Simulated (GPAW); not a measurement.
# C (Fd-3m) in GPAW: reference runs

How does C come out in PBE? The cell is run as given and disturbed.

All numbers are computed with GPAW 26.7.0; they aren't measurements. Logs are shortened: lines on timing, memory, paths and dates and some standing lists are left out, and cuts for length are marked. The log counts tension as positive stress, the text compression.

**Measured values to compare with.**

From “Equation of state of cubic boron nitride at high pressures and temperatures”, 2007, arxiv:cond-mat/0702656, for a bulk crystal of C: bulk modulus 444.8 ± 0.8 GPa.

The runs below are set against these values where they give the same quantity.

### Step 1. The structure

Symmetry: Fd-3m, No. 227, cubic system. The conventional cell has a = 3.567 Å, b = 3.567 Å, c = 3.567 Å, α = 90.00°, β = 90.00°, γ = 90.00°. Around C (site symmetry -43m) lie 4 C at 1.54 Å.

This isn't the form of C at room conditions, which is graphite.

### Step 2. Single point, PBE

The input, run.py:

```python
from ase import Atoms
from ase.dft.bandgap import bandgap
from ase.io import write
from ase.units import Bohr, GPa
from gpaw import GPAW, PW
from gpaw.elf import elf_from_dft_calculation

atoms = Atoms(['C', 'C'],
              cell=[[0.0, 1.78337, 1.78337],
                    [1.78337, 0.0, 1.78337],
                    [1.78337, 1.78337, 0.0]],
              scaled_positions=[[0.75, 0.75, 0.75],
                                [0.5, 0.5, 0.5]],
              pbc=True)

calc = GPAW(mode=PW(800),
            xc='PBE',
            kpts={'size': (13, 13, 13), 'gamma': True},
            occupations={'name': 'fermi-dirac', 'width': 0.05},
            nbands=11,
            convergence={'density': 1e-05, 'energy': 1e-05},
            maxiter=150,
            txt='gpaw.txt')
atoms.calc = calc
energy = atoms.get_potential_energy()
forces = atoms.get_forces()
stress = atoms.get_stress()
calc.write('gs.gpw')
write('result.traj', atoms)
print(f'Energy: {energy:.6f} eV')
print('Forces (eV/A):')
print(forces.round(4))
print('Stress (GPa):', (stress / GPa).round(3))
print('Fermi level:', round(calc.get_fermi_level(), 4), 'eV')
print(f'Gap: {bandgap(calc)[0]:.4f} eV, direct: {bandgap(calc, direct=True)[0]:.4f} eV')

# fields on the real-space grid
write('density.cube', atoms, data=calc.get_pseudo_density() * Bohr**3)
write('potential.cube', atoms, data=calc.get_electrostatic_potential())
write('elf.cube', atoms, data=elf_from_dft_calculation(calc).data)
```

Potentials or basis: GPAW PAW data sets (gpaw-data 1.2.1), pw.

On the command line:

```console
> OMP_NUM_THREADS=1 python run.py
```

gpaw.txt:

```text
__  _  _
 | _ |_)|_||  |
 |__||  | ||/\| - 26.7.0

Input parameters:
  mode=PW(ecut=800.0),
  convergence={'density': 1e-05, 'energy': 1e-05},
  kpts=MonkhorstPack(size=(13, 13, 13), gamma=True),
  maxiter=150,
  nbands=11,
  occupations=Occupations(name='fermi-dirac', width=0.05),
  xc=XC(name='PBE')

Diagonalizing LCAO Hamiltonian
Converting LCAO to pw mode

          C
       C

Atoms  # Å, Bohr magnetons
|   | symbol |        x |        y |        z |    initial magnetic moments |
|---|--------|----------|----------|----------|-----------------------------|
| 0 |      C | 2.675055 | 2.675055 | 2.675055 | ( 0.0000,  0.0000,  0.0000) |
| 1 |      C | 1.783370 | 1.783370 | 1.783370 | ( 0.0000,  0.0000,  0.0000) |

Unit cell  # Å
| periodic |        x |        y |        z |  lengths |    angles |
|----------|----------|----------|----------|----------|-----------|
|      yes | 0.000000 | 1.783370 | 1.783370 | 2.522066 | 60.000000 |
|      yes | 1.783370 | 0.000000 | 1.783370 | 2.522066 | 60.000000 |
|      yes | 1.783370 | 1.783370 | 0.000000 | 2.522066 | 60.000000 |

Number of symmetries: 24
Symmetry operations  # r_c * U_cc + t_c -> r_c
|    | kind |            matrix            |
|----|------|------------------------------|
|  0 |  E   |  1, 0, 0,  0, 1, 0,  0, 0, 1 |
|  1 |  σ   |  1, 0, 0,  0, 0, 1,  0, 1, 0 |
|  2 |  σ   |  1, 0,-1,  0, 1,-1,  0, 0,-1 |
|  3 |  C3  |  1, 0,-1,  0, 0,-1,  0, 1,-1 |
|  4 |  C3  |  1,-1, 0,  0,-1, 1,  0,-1, 0 |
|  5 |  σ   |  1,-1, 0,  0,-1, 0,  0,-1, 1 |
|  6 |  σ   |  0, 1, 0,  1, 0, 0,  0, 0, 1 |
|  7 |  C3  |  0, 1, 0,  0, 0, 1,  1, 0, 0 |
|  8 |  C2  |  0, 1,-1,  1, 0,-1,  0, 0,-1 |
|  9 |  S4  |  0, 1,-1,  0, 0,-1,  1, 0,-1 |
| 10 |  C3  |  0, 0, 1,  1, 0, 0,  0, 1, 0 |
| 11 |  σ   |  0, 0, 1,  0, 1, 0,  1, 0, 0 |
| 12 |  S4  |  0, 0,-1,  1, 0,-1,  0, 1,-1 |
| 13 |  C3  |  0, 0,-1,  0, 1,-1,  1, 0,-1 |
| 14 |  S4  |  0,-1, 1,  1,-1, 0,  0,-1, 0 |
| 15 |  C2  |  0,-1, 1,  0,-1, 0,  1,-1, 0 |
| 16 |  C3  |  0,-1, 0,  1,-1, 0,  0,-1, 1 |
| 17 |  S4  |  0,-1, 0,  0,-1, 1,  1,-1, 0 |
| 18 |  S4  | -1, 1, 0, -1, 0, 1, -1, 0, 0 |
| 19 |  C3  | -1, 1, 0, -1, 0, 0, -1, 0, 1 |
| 20 |  C3  | -1, 0, 1, -1, 1, 0, -1, 0, 0 |
| 21 |  S4  | -1, 0, 1, -1, 0, 0, -1, 1, 0 |
| 22 |  σ   | -1, 0, 0, -1, 1, 0, -1, 0, 1 |
| 23 |  C2  | -1, 0, 0, -1, 0, 1, -1, 1, 0 |

BZ-sampling:
  Number of BZ points: 2197
  Number of IBZ points: 84

  Monkhorst-Pack size: [13, 13, 13]
  Monkhorst-Pack shift: [0, 0, 0]

K-points  # in reciprocal-cell coordinates
|     |                                coordinates |     weight |
|-----|--------------------------------------------|------------|
|   0 | (  0.00000000,   0.00000000,   0.00000000) | 0.00045517 |
|   1 | (  0.07692308,   0.07692308,   0.00000000) | 0.00273100 |
|   2 | (  0.07692308,   0.07692308,   0.07692308) | 0.00364133 |
|   3 | (  0.15384615,   0.07692308,   0.07692308) | 0.00546199 |
|   4 | (  0.15384615,   0.15384615,   0.00000000) | 0.00273100 |
|   5 | (  0.15384615,   0.15384615,   0.07692308) | 0.01092399 |
|   6 | (  0.15384615,   0.15384615,   0.15384615) | 0.00364133 |
|   7 | (  0.23076923,   0.15384615,   0.07692308) | 0.01092399 |
|   8 | (  0.23076923,   0.15384615,   0.15384615) | 0.01092399 |
|   9 | (  0.23076923,   0.23076923,   0.00000000) | 0.00273100 |
| ... |                                            |            |
|  83 | (  0.46153846,   0.46153846,   0.46153846) | 0.00364133 |

Plane wave coefficients: 594
Cutoff: 800.0 eV

Spin-components: 1 (collinear spins)
Bands:           11
Projectors:      10
Spin-degeneracy: 2
Datatype:        complex128

Density:
  Valence electrons: 8.0
  Components: 1
  Grid points: [18 18 18]
  Charge: 0.0  # |e|

Potential:
  Grid points: [18 18 18]

species:
  C:
    name:    Carbon
    Z:       6.0
    valence: 4
    core:    2
    charge:  0.0  # [|e|]
    compensation charges:
      type: gauss
      rc: 0.20  # [Å]
      lmax: 2
    cutoffs:
      filter: 1.14  # [Å]
      core: 1.14  # [Å]
    projectors
    | kind |    occ | energy [eV] | rcut [Å] |
    |------|--------|-------------|----------|
    |   2s |  2.000 |     -13.751 |    0.635 |
    |   2p |  2.000 |      -5.284 |    0.635 |
    |    s |        |      13.461 |    0.635 |
    |    p |        |      21.927 |    0.635 |
    |    d |        |       0.000 |    0.635 |

    Using partial waves for C as LCAO basis

Reference energy: -2055.256231  # eV

eigensolver:
  PPCG
  Converge bands: occupied
  niter=2

density mixing:
  MSR1-Mixer
  Pratt-step length: 0.05
  Maximum mixing coefficient: 0.75
  Old densities: 10
  SVD Regularization: 0.005
  Good broyden scale: 1.0
  Trust region scale: 1.0
  Backstep threshold: 4.0
  History deletion threshold: 6.0
  Fourier metric: weight=20.0, sigma=0.015

occupation numbers:
  Fermi-Dirac:
    width: 0.0500  # eV

poisson solver:
  ecut: 6400.0  # eV

xc functional:
[... 9 lines left out ...]
|iter     | |      energy | eigst |  dens |
|---------|-|-------------|-------|-------|
|iter:   1| |  -18.692876 | +0.15 |       |
|iter:   2| |  -18.624168 | -2.77 | -0.81 |
|iter:   3| |  -18.199341 | -1.48 | -0.83 |
|iter:   4| |  -18.195230 | -2.62 | -1.48 |
|iter:   5| |  -18.195770 | -4.51 | -2.20 |
|iter:   6| |  -18.195771 | -6.33 | -3.38 |
|iter:   7| |  -18.195771c| -7.74c| -4.06 |
|iter:   8| |  -18.195771c| -8.49c| -5.30c|

Converged in 8 steps
Energy contributions relative to reference atoms: (reference = -2055.256231)

Energy contributions:
  Kinetic:          16.542349
  Coulomb:         -15.631242
  Zero:              0.042915
  External:          0.000000
  Xc:              -19.149794
  Entropy:           0.000000
  Spinorbit:         0.000000
  ----------------------------
  Free energy:     -18.195771
  Extrapolated:    -18.195771

dipole moment: (2.132473, 2.132473, 2.132473)  # |e|*Ang

Fermi level: 13.869
Eigenvalues  # (at kpt = [0.000, 0.000, 0.000])
| band index |      eig [eV] | occ [0-2] |
|------------|---------------|-----------|
|          0 |        -9.416 |     2.000 |
|          1 |        12.064 |     2.000 |
|          2 |        12.064 |     2.000 |
|          3 |        12.064 |     2.000 |
|          4 |        17.662 |     0.000 |
|          5 |        17.662 |     0.000 |
|          6 |        17.662 |     0.000 |
|          7 |        25.400 |     0.000 |
|          8 |        31.371 |     0.000 |
|          9 |        38.605 |     0.000 |
|         10 |        39.559 |     0.000 |

Gap: 4.143 eV
Transition (v -> c):
  (s=0, k=0, n=3, [0.00, 0.00, 0.00]) -> (s=0, k=35, n=4, [0.38, 0.38, 0.00])
Direct/indirect transitions are different
Direct gap: 5.598 eV
Transition at: (s=0, k=0, n=3, [0.00, 0.00, 0.00])

Forces  # eV/Ang
|        x |       y |        z |
|----------|---------|----------|
|  0.00000 | 0.00000 | -0.00000 |  # C    0
| -0.00000 | 0.00000 |  0.00000 |  # C    1

Stress tensor  # eV/Ang^3
|         x |         y |         z |
|-----------|-----------|-----------|
| -0.008864 |  0.000000 |  0.000000 |
|  0.000000 | -0.008864 | -0.000000 |
|  0.000000 | -0.000000 | -0.008864 |

# Writing to gs.gpw (mode='')
```

Run time: 15 s. Hardware: 1 thread of Intel Xeon Platinum 8488C (Sapphire Rapids), shared host; peak memory 0.14 GiB.

What came out:

```
Free energy            : -18.1958 eV
Pressure               : 1.4 GPa
Band gap on the k mesh : 4.14 eV, indirect (least direct gap 5.60 eV)
```

Levels at points of the mesh, in eV from the valence-band top:
```tsv
k point	band 1	band 2	band 3	band 4	band 5	band 6	band 7
(0.00, 0.00, 0.00)	-21.48	0.00	0.00	0.00	5.60	5.60	5.60
```

Caveat: an odd mesh through Γ misses points on the zone boundary, where band edges often lie.

### Step 3. Single point, PBE (atoms moved at random, drawn with an rms of 0.05 Å)

Edit run.py of step 2 so:

```diff
@@ -3,5 +3,4 @@
 from ase.io import write
-from ase.units import Bohr, GPa
+from ase.units import GPa
 from gpaw import GPAW, PW
-from gpaw.elf import elf_from_dft_calculation
 
@@ -11,4 +10,4 @@
                     [1.78337, 1.78337, 0.0]],
-              scaled_positions=[[0.75, 0.75, 0.75],
-                                [0.5, 0.5, 0.5]],
+              scaled_positions=[[0.747776, 0.753063, 0.754163],
+                                [0.489281, 0.498603, 0.493599]],
               pbc=True)
@@ -35,6 +34 @@
 print(f'Gap: {bandgap(calc)[0]:.4f} eV, direct: {bandgap(calc, direct=True)[0]:.4f} eV')
-
-# fields on the real-space grid
-write('density.cube', atoms, data=calc.get_pseudo_density() * Bohr**3)
-write('potential.cube', atoms, data=calc.get_electrostatic_potential())
-write('elf.cube', atoms, data=elf_from_dft_calculation(calc).data)
```

Potentials or basis: GPAW PAW data sets (gpaw-data 1.2.1), pw.

On the command line:

```console
> OMP_NUM_THREADS=1 python run.py
```

gpaw.txt:

```text
__  _  _
 | _ |_)|_||  |
 |__||  | ||/\| - 26.7.0

Input parameters:
  mode=PW(ecut=800.0),
  convergence={'density': 1e-05, 'energy': 1e-05},
  kpts=MonkhorstPack(size=(13, 13, 13), gamma=True),
  maxiter=150,
  nbands=11,
  occupations=Occupations(name='fermi-dirac', width=0.05),
  xc=XC(name='PBE')

Diagonalizing LCAO Hamiltonian
Converting LCAO to pw mode

          C
       C

Atoms  # Å, Bohr magnetons
|   | symbol |        x |        y |        z |    initial magnetic moments |
|---|--------|----------|----------|----------|-----------------------------|
| 0 |      C | 2.687942 | 2.678513 | 2.676551 | ( 0.0000,  0.0000,  0.0000) |
| 1 |      C | 1.769463 | 1.752839 | 1.761763 | ( 0.0000,  0.0000,  0.0000) |

Unit cell  # Å
| periodic |        x |        y |        z |  lengths |    angles |
|----------|----------|----------|----------|----------|-----------|
|      yes | 0.000000 | 1.783370 | 1.783370 | 2.522066 | 60.000000 |
|      yes | 1.783370 | 0.000000 | 1.783370 | 2.522066 | 60.000000 |
|      yes | 1.783370 | 1.783370 | 0.000000 | 2.522066 | 60.000000 |

Number of symmetries: 1
Symmetry operations  # r_c * U_cc + t_c -> r_c
|   | kind |            matrix            |
|---|------|------------------------------|
| 0 |  E   |  1, 0, 0,  0, 1, 0,  0, 0, 1 |

BZ-sampling:
  Number of BZ points: 2197
  Number of IBZ points: 1099

  Monkhorst-Pack size: [13, 13, 13]
  Monkhorst-Pack shift: [0, 0, 0]

K-points  # in reciprocal-cell coordinates
|      |                                coordinates |     weight |
|------|--------------------------------------------|------------|
|    0 | (  0.00000000,   0.00000000,   0.00000000) | 0.00045517 |
[... 78 lines left out ...]
poisson solver:
  ecut: 6400.0  # eV

xc functional:
[... 9 lines left out ...]
|iter     | |      energy | eigst |  dens |
|---------|-|-------------|-------|-------|
|iter:   1| |  -18.652571 | +0.15 |       |
|iter:   2| |  -18.583630 | -2.76 | -0.81 |
|iter:   3| |  -18.157269 | -1.48 | -0.83 |
|iter:   4| |  -18.153136 | -2.62 | -1.48 |
|iter:   5| |  -18.153679 | -4.50 | -2.21 |
|iter:   6| |  -18.153680 | -6.33 | -3.38 |
|iter:   7| |  -18.153681c| -7.74c| -4.06 |
|iter:   8| |  -18.153681c| -8.44c| -5.25c|

Converged in 8 steps
Energy contributions relative to reference atoms: (reference = -2055.256231)

Energy contributions:
  Kinetic:          16.673693
  Coulomb:         -15.711227
  Zero:              0.042832
  External:          0.000000
  Xc:              -19.158978
  Entropy:          -0.000000
  Spinorbit:         0.000000
  ----------------------------
  Free energy:     -18.153681
  Extrapolated:    -18.153681

dipole moment: (2.161534, 2.100084, 2.105712)  # |e|*Ang

Fermi level: 14.191
Eigenvalues  # (at kpt = [0.000, 0.000, 0.000])
| band index |      eig [eV] | occ [0-2] |
|------------|---------------|-----------|
|          0 |        -9.420 |     2.000 |
|          1 |        11.545 |     2.000 |
|          2 |        11.745 |     2.000 |
|          3 |        12.934 |     2.000 |
|          4 |        16.921 |     0.000 |
|          5 |        17.931 |     0.000 |
|          6 |        18.118 |     0.000 |
|          7 |        25.389 |     0.000 |
|          8 |        31.348 |     0.000 |
|          9 |        38.758 |     0.000 |
|         10 |        39.065 |     0.000 |

Gap: 3.235 eV
Transition (v -> c):
  (s=0, k=0, n=3, [0.00, 0.00, 0.00]) -> (s=0, k=910, n=4, [0.38, 0.38, 0.00])
Direct/indirect transitions are different
Direct gap: 3.987 eV
Transition at: (s=0, k=0, n=3, [0.00, 0.00, 0.00])

Forces  # eV/Ang
|        x |        y |        z |
|----------|----------|----------|
| -0.89910 | -1.18421 | -0.74768 |  # C    0
|  0.89910 |  1.18422 |  0.74768 |  # C    1

Stress tensor  # eV/Ang^3
|         x |         y |         z |
|-----------|-----------|-----------|
| -0.013824 |  0.002311 |  0.006461 |
|  0.002311 | -0.013158 |  0.003834 |
|  0.006461 |  0.003834 | -0.014107 |

# Writing to gs.gpw (mode='')
```

Run time: 2.9 min. Hardware: 1 thread of Arm Neoverse V1, shared host; peak memory 0.36 GiB.

Results:

* Free energy: -18.1537 eV
* Pressure: 2.2 GPa
* Largest force: 1.664 eV/Å
* Band gap on the k mesh: 3.23 eV, indirect (least direct gap 3.99 eV)

Forces on the atoms (eV/Å):
```
C   -0.899 -1.184 -0.748
C    0.899  1.184  0.748
```

Stress tensor (GPa, compression positive):
```
 2.21 -0.37 -1.04
-0.37  2.11 -0.61
-1.04 -0.61  2.26
```

Levels at points of the mesh, in eV from the valence-band top:
```
           k point  band 1  band 2  band 3  band 4  band 5  band 6  band 7
(0.00, 0.00, 0.00)  -22.35   -1.39   -1.19    0.00    3.99    5.00    5.18
```

Caveat: an odd mesh through Γ misses points on the zone boundary, where band edges often lie.

### Step 4. Equation of state, PBE

The input, run.py:

```python
from ase.eos import EquationOfState
from ase.io import Trajectory, read
from ase.units import GPa
from gpaw import GPAW, PW

atoms = read('POSCAR')

traj = Trajectory('eos.traj', 'w')
volumes, energies = [], []
for x in [0.94, 0.96, 0.98, 1.0, 1.02, 1.04, 1.06]:
    a = atoms.copy()
    a.set_cell(atoms.cell * x**(1 / 3), scale_atoms=True)
    calc = GPAW(mode=PW(800),
                xc='PBE',
                kpts={'size': (13, 13, 13), 'gamma': True},
                occupations={'name': 'fermi-dirac', 'width': 0.05},
                nbands=11,
                convergence={'density': 1e-05, 'energy': 1e-05},
                maxiter=150,
                txt=f'eos-{x:.2f}.txt')
    a.calc = calc
    energies.append(a.get_potential_energy(force_consistent=True))
    volumes.append(a.get_volume())
    p = -a.get_stress()[:3].mean() / GPa
    calc.write(f'eos-{x:.2f}.gpw')
    traj.write(a)
    print(f'{x:.2f} {volumes[-1]:10.4f} A^3 {energies[-1]:14.6f} eV {p:9.3f} GPa', flush=True)

v0, e0, B = EquationOfState(volumes, energies, eos='birchmurnaghan').fit()
print(f'V0 = {v0:.4f} A^3, E0 = {e0:.6f} eV, B0 = {B / GPa:.2f} GPa')
```

The input, POSCAR:

```
C
1.0
    0.0000000000      1.7833700000      1.7833700000
    1.7833700000      0.0000000000      1.7833700000
    1.7833700000      1.7833700000      0.0000000000
C
2
Direct
    0.7500000000      0.7500000000      0.7500000000
    0.5000000000      0.5000000000      0.5000000000
```

Potentials or basis: GPAW PAW data sets (gpaw-data 1.2.1), pw.

On the command line:

```console
> OMP_NUM_THREADS=1 python run.py
```

Log:

```text
__  _  _
 | _ |_)|_||  |
 |__||  | ||/\| - 26.7.0

Input parameters:
  mode=PW(ecut=800.0),
  convergence={'density': 1e-05, 'energy': 1e-05},
  kpts=MonkhorstPack(size=(13, 13, 13), gamma=True),
  maxiter=150,
  nbands=11,
  occupations=Occupations(name='fermi-dirac', width=0.05),
  xc=XC(name='PBE')

Diagonalizing LCAO Hamiltonian
Converting LCAO to pw mode

          C
       C

Atoms  # Å, Bohr magnetons
|   | symbol |        x |        y |        z |    initial magnetic moments |
|---|--------|----------|----------|----------|-----------------------------|
| 0 |      C | 2.620447 | 2.620447 | 2.620447 | ( 0.0000,  0.0000,  0.0000) |
| 1 |      C | 1.746964 | 1.746964 | 1.746964 | ( 0.0000,  0.0000,  0.0000) |

Unit cell  # Å
| periodic |        x |        y |        z |  lengths |    angles |
|----------|----------|----------|----------|----------|-----------|
|      yes | 0.000000 | 1.746964 | 1.746964 | 2.470581 | 60.000000 |
|      yes | 1.746964 | 0.000000 | 1.746964 | 2.470581 | 60.000000 |
[... 143 lines left out ...]

Converged in 8 steps
Energy contributions relative to reference atoms: (reference = -2055.256231)

Energy contributions:
  Kinetic:          22.815242
  Coulomb:         -20.336815
  Zero:              0.041346
  External:          0.000000
  Xc:              -20.644120
  Entropy:           0.000000
  Spinorbit:         0.000000
  ----------------------------
  Free energy:     -18.124347
  Extrapolated:    -18.124347

dipole moment: (2.126380, 2.126380, 2.126380)  # |e|*Ang

Fermi level: 14.971
Eigenvalues  # (at kpt = [0.000, 0.000, 0.000])
| band index |      eig [eV] | occ [0-2] |
|------------|---------------|-----------|
|          0 |        -9.202 |     2.000 |
|          1 |        13.128 |     2.000 |
|          2 |        13.128 |     2.000 |
|          3 |        13.128 |     2.000 |
|          4 |        18.897 |     0.000 |
|          5 |        18.897 |     0.000 |
|          6 |        18.897 |     0.000 |
|          7 |        27.912 |     0.000 |
|          8 |        33.250 |     0.000 |
|          9 |        40.433 |     0.000 |
|         10 |        41.166 |     0.000 |

Gap: 4.279 eV
Transition (v -> c):
  (s=0, k=0, n=3, [0.00, 0.00, 0.00]) -> (s=0, k=35, n=4, [0.38, 0.38, 0.00])
Direct/indirect transitions are different
Direct gap: 5.769 eV
Transition at: (s=0, k=0, n=3, [0.00, 0.00, 0.00])

Stress tensor  # eV/Ang^3
|         x |         y |         z |
|-----------|-----------|-----------|
| -0.199632 | -0.000000 |  0.000000 |
| -0.000000 | -0.199632 |  0.000000 |
|  0.000000 |  0.000000 | -0.199632 |

# Writing to eos-0.94.gpw (mode='')
```

Run time: 1.7 min. Hardware: 1 thread of Arm Neoverse V1, shared host; peak memory 0.18 GiB.

What came out:

```yaml
Equilibrium_volume: 5.70 Å³/atom
Bulk_modulus: 433 GPa
Pressure_derivative_of_the_bulk_modulus: 3.7
```

Energy against volume, from the lowest point:
| volume (Å³/atom) | energy (meV/atom) |
| --- | --- |
| 5.332 | 35.71 |
| 5.445 | 16.47 |
| 5.558 | 4.81 |
| 5.672 | 0.00 |
| 5.785 | 1.45 |
| 5.899 | 8.60 |
| 6.012 | 20.96 |

### Step 5. Overview

```tsv
task	cell	gap on the mesh (eV)	pressure (GPa)
single point	as given	4.14	1.4
single point	atoms moved at random, drawn with an rms of 0.05 Å	3.23	2.2
equation of state	as given	-	-
```

Alike in all rows: level PBE; potentials or basis GPAW PAW data sets (gpaw-data 1.2.1), pw; no spin polarisation; k mesh 13 × 13 × 13; cutoff (eV) 800; smearing fermi-dirac 0.05 eV.

Caveats: an odd mesh through Γ misses points on the zone boundary, where band edges often lie (some runs).

Absolute energies hang on the potentials; compare differences alone.

### Step 6. Comparison with measurements

Step 4. A measured bulk modulus of C is 444.8 GPa (quoted in “Equation of state of cubic boron nitride at high pressures and temperatures”, 2007, arxiv:cond-mat/0702656); the calculated 433 GPa misses it by -2.6 %. 3 values of this kind are on record (442 to 444.8 GPa); this one was drawn at random among those near their median, those with a stated uncertainty first. The fit is for a static lattice scaled at fixed shape and fixed fractional positions. The cell as given is a measured one (5.67 Å³/atom); PBE puts the equilibrium volume +0.5 % from it, thermal expansion not counted.
